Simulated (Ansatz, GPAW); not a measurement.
Given: the input of a run of GPAW 26.7.0 (ASE script) on Sn. 

File run.py:

```python
from ase.dft.bandgap import bandgap
from ase.io import read, write
from ase.units import Bohr, GPa
from gpaw import GPAW, PW
from gpaw.elf import elf_from_dft_calculation

atoms = read('POSCAR')

calc = GPAW(mode=PW(600),
            xc='PBE',
            kpts={'size': (9, 9, 9), 'gamma': True},
            occupations={'name': 'methfessel-paxton', 'order': 0, 'width': 0.019000000000000003},
            nbands=24,
            convergence={'density': 1e-05, 'energy': 1e-05},
            maxiter=150,
            txt='gpaw.txt')
atoms.calc = calc
energy = atoms.get_potential_energy()
forces = atoms.get_forces()
stress = atoms.get_stress()
calc.write('gs.gpw')
write('result.traj', atoms)
print(f'Energy: {energy:.6f} eV')
print('Forces (eV/A):')
print(forces.round(4))
print('Stress (GPa):', (stress / GPa).round(3))
print('Fermi level:', round(calc.get_fermi_level(), 4), 'eV')
print(f'Gap: {bandgap(calc)[0]:.4f} eV, direct: {bandgap(calc, direct=True)[0]:.4f} eV')

# fields on the real-space grid
write('density.cube', atoms, data=calc.get_pseudo_density() * Bohr**3)
write('potential.cube', atoms, data=calc.get_electrostatic_potential())
write('elf.cube', atoms, data=elf_from_dft_calculation(calc).data)
```

File POSCAR:

```
Sn
1.0
   -2.9401404553      2.9401404553      1.5993019889
    2.9401404553     -2.9401404553      1.5993019889
    2.9401404553      2.9401404553     -1.5993019889
Sn
2
Direct
    0.0000000000      0.0000000000      0.0000000000
    0.7500000000      0.2500000000      0.5000000000
```

Potentials or basis: GPAW PAW data sets (gpaw-data 1.2.1), pw.

The run is started by

```bash
$ OMP_NUM_THREADS=1 python run.py
```

Question: What does the same run look like in Ansatz 0.2.0? Potentials or basis there: all-electron LAPW, scalar-relativistic.

Answer: As run (cutoffs and basis follow the program's own potentials, and thresholds, step limits or extra output files can differ):

Contents of input.yaml:

```yaml
crystal:
  lattice:
    - [-2.9401404553, 2.9401404553, 1.5993019889]
    - [2.9401404553, -2.9401404553, 1.5993019889]
    - [2.9401404553, 2.9401404553, -1.5993019889]
  atoms:
    - { symbol: Sn, position: [0.0, 0.0, 0.0] }
    - { symbol: Sn, position: [0.75, 0.25, 0.5] }
kpoints:
  mp_grid: { grid: [9, 9, 9] }
scf:
  occupations: { method: gaussian, width: 0.019 }
hamiltonian:
  xc: pbe
  pseudopotentials: { kind: all_electron, lapw: { basis_error: 0.001 } }
output:
  forces: true
  stress: true
  eigenvalues: true
```

Potentials or basis: all-electron LAPW, scalar-relativistic.

Run with:

```console
$ ansatz run input.yaml --threads 1 --pin off --max-ram 3072MiB --backend cpu --events-out ev --progress --plain --runs-dir out
```

Both were run:

|  | GPAW | Ansatz |
| --- | --- | --- |
| Pressure | 1.1 GPa | 1.4 GPa |

Where Ansatz's input types no cutoff or centring, it takes its own default and a Γ-centred mesh.

Pressure is positive in compression.
